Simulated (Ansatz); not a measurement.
# LiH: the cost of one run

Method: DFT PBE, scalar-relativistic, plane waves, PAW, in Ansatz 0.2.0.

2 further runs of the same task are left out: 1 that didn't finish, 1 set aside as unsound or not needed.

### Step 1. The structure to begin with

It takes space group Fm-3m (No. 225, cubic). Conventional cell: a = 4.007 Å, b = 4.007 Å, c = 4.007 Å, α = 90.00°, β = 90.00°, γ = 90.00°. Li (site symmetry m-3m) has 6 H at 2.00 Å as nearest neighbours. Around H (site symmetry m-3m) lie 6 Li at 2.00 Å.

Structure file:

```cif
data_structure
_symmetry_space_group_name_H-M 'P 1'
_symmetry_Int_Tables_number 1
_cell_length_a 2.8332
_cell_length_b 2.8332
_cell_length_c 2.8332
_cell_angle_alpha 60.000
_cell_angle_beta 60.000
_cell_angle_gamma 60.000
_cell_volume 16.08
loop_
_atom_site_label
_atom_site_type_symbol
_atom_site_fract_x
_atom_site_fract_y
_atom_site_fract_z
_atom_site_occupancy
Li1 Li 0.00000 0.00000 0.00000 1
H1 H 0.50000 0.50000 0.50000 1
```

This cell was relaxed beforehand with the same method: volume 8.04 Å³/atom, gap on the mesh 2.98 eV.

### Step 2. Electronic structure at the relaxed geometry

input.yaml

```yaml
crystal:
  lattice:
    - [0.0, 2.0033987013, 2.0033987013]
    - [2.0033987013, 0.0, 2.0033987013]
    - [2.0033987013, 2.0033987013, 0.0]
  atoms:
    - { symbol: Li, position: [0.0, 0.0, 0.0] }
    - { symbol: H, position: [0.5, 0.5, 0.5] }
basis:
  ecutwfc: 420
kpoints:
  mp_grid: { grid: [10, 10, 10] }
  band_path:
    path:
      - [[0.0, 0.0, 0.0], [0.5, 0.0, 0.5], [0.625, 0.25, 0.625]]
      - [[0.375, 0.375, 0.75], [0.0, 0.0, 0.0], [0.5, 0.5, 0.5], [0.5, 0.25, 0.75], [0.5, 0.0, 0.5]]
    npoints: 14
hamiltonian:
  xc: pbe
scf:
  occupations: { method: gaussian, width: 0.02 }
  n_extra_bands: 6
output:
  forces: true
  stress: true
  eigenvalues: true
  populations: true
  dos: { projected: true, de: 0.02, nscf_kmesh: { grid: [15, 15, 15] } }
  bader: true
```

Started as:

```console
$ ansatz run input.yaml --threads 1 --pin off --max-ram 2560MiB --backend cpu --events-out ev --progress --plain --runs-dir out
```

Q: Estimate wall time and peak memory on 1 thread of Arm Neoverse V2, shared host.

About 5.9 s, with a peak of 0.25 GiB.
